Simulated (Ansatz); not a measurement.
**Straining SiNi3**

Computed with DFT PBE, scalar-relativistic, plane waves, PAW in Ansatz. (420 eV cutoff, 14×14×14 k-mesh, Gaussian smearing of 0.10 eV, no spin polarisation)

The relaxed crystal:

```xyz
4
Lattice="3.5063 0.0000 0.0000 0.0000 3.5063 0.0000 0.0000 0.0000 3.5063" Properties=species:S:1:pos:R:3 pbc="T T T"
Si    0.0000    0.0000    0.0000
Ni    0.0000    1.7531    1.7531
Ni    1.7531    0.0000    1.7531
Ni    1.7531    1.7531    0.0000
```

Deformation: biaxial strain in the a-b plane, with the length and tilt of c and the atoms relaxed, all within the symmetry that the strain leaves. Energies are extrapolated to zero smearing. Stress is positive in compression, on the Cartesian axes of the cell above.

| strain (%) | ΔE (meV/atom) | a (Å) | b (Å) | c (Å) | σxx (GPa) | σyy (GPa) | σzz (GPa) |
| --- | --- | --- | --- | --- | --- | --- | --- |
| -4.5 | 52.0 | 3.348 | 3.348 | 3.659 | 19.18 | 19.18 | 0.00 |
| -3.0 | 21.4 | 3.401 | 3.401 | 3.610 | 11.55 | 11.55 | 0.00 |
| -1.5 | 5.0 | 3.454 | 3.454 | 3.559 | 5.20 | 5.20 | 0.00 |
| +0.0 | 0.0 | 3.506 | 3.506 | 3.506 | 0.01 | 0.01 | 0.01 |
| +1.5 | 4.4 | 3.559 | 3.559 | 3.452 | -4.27 | -4.27 | 0.00 |
| +3.0 | 16.5 | 3.611 | 3.611 | 3.396 | -7.73 | -7.73 | 0.01 |
| +4.5 | 34.7 | 3.664 | 3.664 | 3.335 | -10.27 | -10.27 | 0.01 |

Cost: 7 runs of about 9.9 core-minutes in all, on Arm Neoverse V2 (shared hosts).